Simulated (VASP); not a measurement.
Here is a VASP 6.6.1 calculation.

The input INCAR:

```
SYSTEM = Nb
  PREC = Accurate
  ENCUT = 520
  EDIFF = 1E-6
  ISMEAR = 0
  SIGMA = 0.1
  LREAL = .FALSE.
  LASPH = .TRUE.
  NELM = 100
  ALGO = Normal
  ISIF = 2
  LWAVE = .FALSE.
  LCHARG = .FALSE.
  GGA = PE
  NBANDS = 12
```

Contents of KPOINTS:

```
Automatic mesh
0
G
  18 18 18
  0 0 0
```

POSCAR

```
Nb
1.0
    0.0000000000      2.0840364000      2.0840364000
    2.0840364000      0.0000000000      2.0840364000
    2.0840364000      2.0840364000      0.0000000000
Nb
1
Direct
    0.0000000000      0.0000000000      0.0000000000
```

Potentials or basis: VASP PAW PBE potentials, release 64 (Nb_sv).

Command:

```sh
$ cat potpaw_PBE.64/Nb_sv/POTCAR > POTCAR
$ mpirun -np 1 vasp_std > vasp.out
```

(1) Predict the band gap on the k mesh.

(2) Predict the pressure.

Answers

(1) none (metal or under the smearing width).

(2) 5.9 GPa.
